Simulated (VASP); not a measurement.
Input of a VASP 6.6.1 run:

INCAR

```
SYSTEM = TePb
  PREC = Accurate
  ENCUT = 600
  EDIFF = 1E-7
  ISMEAR = 0
  SIGMA = 0.02
  LREAL = .False.
  LASPH = .True.
  NELM = 120
  ALGO = Normal
  ISIF = 3
  LWAVE = .False.
  LCHARG = .False.
  METAGGA = R2SCAN
  LMIXTAU = .True.
  IBRION = 2
  NSW = 40
  EDIFFG = -0.005
```

Contents of KPOINTS:

```
regular mesh
0
Gamma
  10 10 10
  0 0 0
```

Contents of POSCAR:

```
TePb
1.0
    0.0000000000      3.2200000000      3.2200000000
    3.2200000000      0.0000000000      3.2200000000
    3.2200000000      3.2200000000      0.0000000000
Pb Te
1 1
Direct
    0.0000000000      0.0000000000      0.0000000000
    0.5000000000      0.5000000000      0.5000000000
```

Potentials or basis: VASP PAW PBE potentials, release 64 (Pb_d, Te).

Command:

```sh
$ cat potpaw_PBE.64/Pb_d/POTCAR potpaw_PBE.64/Te/POTCAR > POTCAR
$ mpirun -np 1 vasp_std > vasp.out
```

(1) Estimate the relaxed volume.

(2) What does it give for the band gap on the k mesh?

## Answers

(1) 34.88 Å³/atom.

(2) 1.09 eV, direct.

Caveat: the PAW data sets were made with another functional, which shifts forces and pressure a little; spin-orbit coupling is left out, which as a rule narrows the gap of such compounds by several tenths of an eV.
